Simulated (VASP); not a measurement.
Set up this calculation in VASP 6.6.1, as the native input.

| Item | Value |
| --- | --- |
| Task | single point |
| Functional | PBEsol |
| Potentials or basis | VASP PAW PBE potentials, release 64 (Ba_sv, Te) |
| Cutoff | 520 eV |
| k mesh | 8 × 8 × 8 |
| Occupations | gaussian, width 0.05 eV |
| Spin | no spin polarisation |
| Dipole correction | no |
| Further INCAR settings | ALGO = Normal; EDIFF = 1e-06; NBANDS = 15 |

The structure of BaTe lies in POSCAR:

```
BaTe
1.0
    0.0000000000      3.4713974052      3.4713974052
    3.4713974052      0.0000000000      3.4713974052
    3.4713974052      3.4713974052      0.0000000000
Ba Te
1 1
Direct
    0.0000000000      0.0000000000      0.0000000000
    0.5051973870      0.5051973870      0.5051973870
```

The cell isn't the ideal one: all Te atoms moved +0.062 Å, as atom 2 along Cartesian [1 1 1].

These files were run (other wordings do the same):

INCAR

```
  PREC = Accurate
  ENCUT = 520
  EDIFF = 1E-6
  ISMEAR = 0
  SIGMA = 0.05
  LREAL = False
  LASPH = True
  NELM = 100
  ALGO = Normal
  ISIF = 2
  LWAVE = False
  LCHARG = False
  GGA = PS
  NBANDS = 15
```

KPOINTS

```
regular mesh
0
Gamma
  8 8 8
```

Potentials or basis: VASP PAW PBE potentials, release 64 (Ba_sv, Te).

Command:

```bash
$ cat potpaw_PBE.64/Ba_sv/POTCAR potpaw_PBE.64/Te/POTCAR > POTCAR
$ mpirun -np 1 vasp_std > vasp.out
```

Results of the run:

| Quantity | Value |
| --- | --- |
| Pressure | 0.4 GPa |
| Largest force | 0.146 eV/Å |
| Band gap on the k mesh | 1.39 eV, indirect (least direct gap 1.77 eV) |

Caveat: the PAW data sets were made with another functional, which shifts forces and pressure a little; spin-orbit coupling is left out, which moves the levels of the heavy elements.

Wall time 56 s on 1 thread of AMD EPYC 9R14 (Zen 4), with other jobs on the host, peak memory 0.25 GiB.
